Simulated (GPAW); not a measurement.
# Ta (P-1) in GPAW: density of states with r2SCAN

Aim: the density of states of Ta with r2SCAN.

Program: GPAW 26.7.0. These are calculated values, not measurements. Logs are shortened: lines on timing, memory, paths and dates and some standing lists are left out, and cuts for length are marked. The log counts tension as positive stress, the text compression.

**1. The cell of the first run**

The typed cell holds 1 atom: a = 2.878 Å, b = 2.876 Å, c = 2.867 Å, α = 107.90°, β = 109.43°, γ = 112.18°.

**2. Density of states, r2SCAN (cell sheared at random, sigma 0.03, atoms nudged by 0.01 Å)**

The input, run.py:

```python
import numpy as np
from ase.dft.bandgap import bandgap
from ase.io import read, write
from ase.units import GPa
from gpaw import GPAW, PW

atoms = read('Ta.xyz')

calc = GPAW(mode=PW(600),
            xc='MGGA_X_R2SCAN+MGGA_C_R2SCAN',
            kpts={'size': (11, 11, 11), 'gamma': True},
            occupations={'name': 'fermi-dirac', 'width': 0.05},
            nbands=15,
            convergence={'density': 1e-05, 'energy': 1e-05},
            maxiter=150,
            txt='gpaw.txt')
atoms.calc = calc
energy = atoms.get_potential_energy()
forces = atoms.get_forces()
stress = atoms.get_stress()
calc.write('gs.gpw')
write('result.traj', atoms)
print(f'Energy: {energy:.6f} eV')
print('Forces (eV/A):')
print(forces.round(4))
print('Stress (GPa):', (stress / GPa).round(3))
print('Fermi level:', round(calc.get_fermi_level(), 4), 'eV')
print(f'Gap: {bandgap(calc)[0]:.4f} eV, direct: {bandgap(calc, direct=True)[0]:.4f} eV')

dense = calc.fixed_density(kpts={'size': (16, 16, 16), 'gamma': True}, update_fermi_level=True,
                           nbands=23, convergence={'bands': 'CBM+6.0', 'eigenstates': 1e-6}, txt='dos.txt')
ef = dense.get_fermi_level()
dos = dense.dos(shift_fermi_level=False)
energies = np.linspace(ef - 14, ef + 6, 401)
spins = [None]
columns = [energies] + [dos.raw_dos(energies, spin=s, width=0.2) for s in spins]
for symbol, l in [('Ta', 0), ('Ta', 1), ('Ta', 2)]:
    for s in spins:
        columns.append(sum(dos.raw_pdos(energies, a=a.index, l=l, spin=s, width=0.2)
                           for a in atoms if a.symbol == symbol))
np.savetxt('dos.dat', np.array(columns).T, fmt='%.4f')
print('Fermi level on the dense mesh:', round(ef, 4), 'eV')
```

The input, Ta.xyz:

```xyz
1
Lattice="-1.7138403400 1.6638007000 1.6059510000 1.6932035700 -1.6823021200 1.6038156500 1.6862236500 1.6546854300 -1.6244524300" Properties=species:S:1:pos:R:3 pbc="T T T"
Ta     0.0000000000      0.0000000000      0.0000000000
```

Potentials or basis: GPAW PAW data sets (gpaw-data 1.2.1), pw.

Run with:

```bash
OMP_NUM_THREADS=1 python run.py
```

gpaw.txt:

```text
__  _  _
 | _ |_)|_||  |
 |__||  | ||/\| - 26.7.0

Input parameters:
  mode=PW(ecut=600.0),
  convergence={'density': 1e-05, 'energy': 1e-05},
  kpts=MonkhorstPack(size=(11, 11, 11), gamma=True),
  maxiter=150,
  nbands=15,
  occupations=Occupations(name='fermi-dirac', width=0.05),
  xc=XC(name='MGGA_X_R2SCAN+MGGA_C_R2SCAN')

Diagonalizing LCAO Hamiltonian
Converting LCAO to pw mode

       Ta

Atoms  # Å, Bohr magnetons
|   | symbol |        x |        y |        z |    initial magnetic moments |
|---|--------|----------|----------|----------|-----------------------------|
| 0 |     Ta | 0.000000 | 0.000000 | 0.000000 | ( 0.0000,  0.0000,  0.0000) |

Unit cell  # Å
| periodic |         x |         y |         z |  lengths |     angles |
|----------|-----------|-----------|-----------|----------|------------|
|      yes | -1.713840 |  1.663801 |  1.605951 | 2.878291 | 107.898674 |
|      yes |  1.693204 | -1.682302 |  1.603816 | 2.875640 | 109.433471 |
|      yes |  1.686224 |  1.654685 | -1.624452 | 2.867086 | 112.184192 |

Number of symmetries: 2
Symmetry operations  # r_c * U_cc + t_c -> r_c
|   | kind |            matrix            |
|---|------|------------------------------|
| 0 |  E   |  1, 0, 0,  0, 1, 0,  0, 0, 1 |
| 1 |  i   | -1, 0, 0,  0,-1, 0,  0, 0,-1 |

BZ-sampling:
  Number of BZ points: 1331
  Number of IBZ points: 666

  Monkhorst-Pack size: [11, 11, 11]
  Monkhorst-Pack shift: [0, 0, 0]

K-points  # in reciprocal-cell coordinates
|     |                                coordinates |     weight |
|-----|--------------------------------------------|------------|
|   0 | (  0.00000000,   0.00000000,   0.00000000) | 0.00075131 |
|   1 | (  0.00000000,   0.00000000,   0.09090909) | 0.00150263 |
|   2 | (  0.00000000,   0.00000000,   0.18181818) | 0.00150263 |
|   3 | (  0.00000000,   0.00000000,   0.27272727) | 0.00150263 |
|   4 | (  0.00000000,   0.00000000,   0.36363636) | 0.00150263 |
|   5 | (  0.00000000,   0.00000000,   0.45454545) | 0.00150263 |
|   6 | (  0.00000000,   0.09090909,  -0.45454545) | 0.00150263 |
|   7 | (  0.00000000,   0.09090909,  -0.36363636) | 0.00150263 |
|   8 | (  0.00000000,   0.09090909,  -0.27272727) | 0.00150263 |
|   9 | (  0.00000000,   0.09090909,  -0.18181818) | 0.00150263 |
| ... |                                            |            |
| 665 | (  0.45454545,   0.45454545,   0.45454545) | 0.00150263 |

Plane wave coefficients: 612
Cutoff: 600.0 eV

Spin-components: 1 (collinear spins)
Bands:           15
Projectors:      6
Spin-degeneracy: 2
Datatype:        complex128

Density:
  Valence electrons: 13.0
  Components: 1
  Grid points: [18 18 18]
  Charge: 0.0  # |e|

Potential:
  Grid points: [18 18 18]

species:
  Ta:
    name:    Tantalum
    Z:       73.0
    valence: 13
    core:    60
    charge:  0.0  # [|e|]
    compensation charges:
      type: gauss
      rc: 0.42  # [Å]
      lmax: 2
    cutoffs:
      filter: 2.36  # [Å]
      core: 3.45  # [Å]
    projectors
    | kind |    occ | energy [eV] | rcut [Å] |
    |------|--------|-------------|----------|
    |   5s |  2.000 |     -72.790 |    1.365 |
    |   6s |  2.000 |      -5.429 |    1.365 |
    |   5p |  6.000 |     -39.427 |    1.349 |
    |   6p |  0.000 |      -1.396 |    1.349 |
    |   5d |  3.000 |      -3.603 |    1.307 |
    |    d |        |      23.609 |    1.307 |

    Using partial waves for Ta as LCAO basis

Reference energy: -424172.441401  # eV

eigensolver:
  PPCG
  Converge bands: occupied
  niter=2

density mixing:
  MSR1-Mixer
  Pratt-step length: 0.05
  Maximum mixing coefficient: 0.75
  Old densities: 10
  SVD Regularization: 0.005
  Good broyden scale: 1.0
  Trust region scale: 1.0
  Backstep threshold: 4.0
  History deletion threshold: 6.0
  Fourier metric: weight=20.0, sigma=0.015

occupation numbers:
  Fermi-Dirac:
    width: 0.0500  # eV

poisson solver:
  ecut: 4800.0  # eV

xc functional:
  name: MGGA_X_R2SCAN+MGGA_C_R2SCAN with 2 nearest neighbor stencil

convergence criteria:
[... 6 lines left out ...]
|iter     | |      energy | eigst |  dens |
|---------|-|-------------|-------|-------|
|iter:   1| |  -25.078224 | -0.10 |       |
|iter:   2| |  -23.161226 | -1.92 | -1.31 |
|iter:   3| |  -23.135854 | -2.13 | -1.35 |
|iter:   4| |  -23.141155 | -2.51 | -1.74 |
|iter:   5| |  -23.143693 | -3.93 | -2.34 |
|iter:   6| |  -23.144123 | -4.55 | -2.74 |
|iter:   7| |  -23.144127 | -6.04 | -3.42 |
|iter:   8| |  -23.144127c| -7.88c| -4.20 |
|iter:   9| |  -23.144127c| -7.96c| -4.81 |
|iter:  10| |  -23.144127c| -8.43c| -5.37c|

Converged in 10 steps
Energy contributions relative to reference atoms: (reference = -424172.441401)

Energy contributions:
  Kinetic:          16.344406
  Coulomb:         -16.253389
  Zero:             -0.277874
  External:          0.000000
  Xc:              -22.952267
  Entropy:          -0.010004
  Spinorbit:         0.000000
  ----------------------------
  Free energy:     -23.149129
  Extrapolated:    -23.144127

dipole moment: (-5.968170, -5.862813, -5.680535)  # |e|*Ang

Fermi level: 11.664
Eigenvalues  # (at kpt = [0.000, 0.000, 0.000])
| band index |      eig [eV] | occ [0-2] |
|------------|---------------|-----------|
|          0 |       -57.163 |     2.000 |
|          1 |       -22.634 |     2.000 |
|          2 |       -22.608 |     2.000 |
|          3 |       -22.553 |     2.000 |
|          4 |         3.420 |     2.000 |
|          5 |        12.076 |     0.001 |
|          6 |        12.568 |     0.000 |
|          7 |        12.904 |     0.000 |
|          8 |        15.542 |     0.000 |
|          9 |        16.379 |     0.000 |
|         10 |        26.806 |     0.000 |
|         11 |        27.293 |     0.000 |
|         12 |        27.952 |     0.000 |
|        ... |               |           |
|         14 |        39.278 |     0.000 |

No gap
No difference between direct/indirect transitions

Forces  # eV/Ang
|       x |       y |       z |
|---------|---------|---------|
| 0.00000 | 0.00000 | 0.00000 |  # Ta   0

Stress tensor  # eV/Ang^3
|         x |         y |         z |
|-----------|-----------|-----------|
|  0.004016 | -0.009681 | -0.005419 |
| -0.009681 | -0.006582 | -0.004302 |
| -0.005419 | -0.004302 | -0.028589 |

# Writing to gs.gpw (mode='')
```

Wall time 18 min (1 thread of Arm Neoverse V2, shared host); peak memory 1.1 GiB.

Results:

* Free energy: -23.1491 eV
* Pressure: 1.7 GPa
* Band gap on the k mesh: none (metal or under the smearing width)
* Density of states at the Fermi level: 1.36 states/eV per cell

Levels at points of the mesh, in eV from the Fermi level:
```csv
k point,band 5,band 6,band 7,band 8,band 9,band 10
"(0.00, 0.00, 0.00)",-8.24,0.41,0.90,1.24,3.88,4.72
```

States per cell in windows of 1 eV (zero at the Fermi level; states under -8 eV left out):
| from (eV) | total |
| --- | --- |
| -8.0 | 0.05 |
| -7.0 | 0.10 |
| -6.0 | 0.16 |
| -5.0 | 0.44 |
| -4.0 | 0.81 |
| -3.0 | 0.65 |
| -2.0 | 1.25 |
| -1.0 | 1.49 |
| 0.0 | 0.77 |
| 1.0 | 0.33 |
| 2.0 | 0.67 |
| 3.0 | 0.88 |
| 4.0 | 1.30 |
| 5.0 | 1.43 |

Caveat: the PAW data sets were made with another functional, which shifts forces and pressure a little. The run has no spin-orbit coupling, so splittings on Ta are missing.
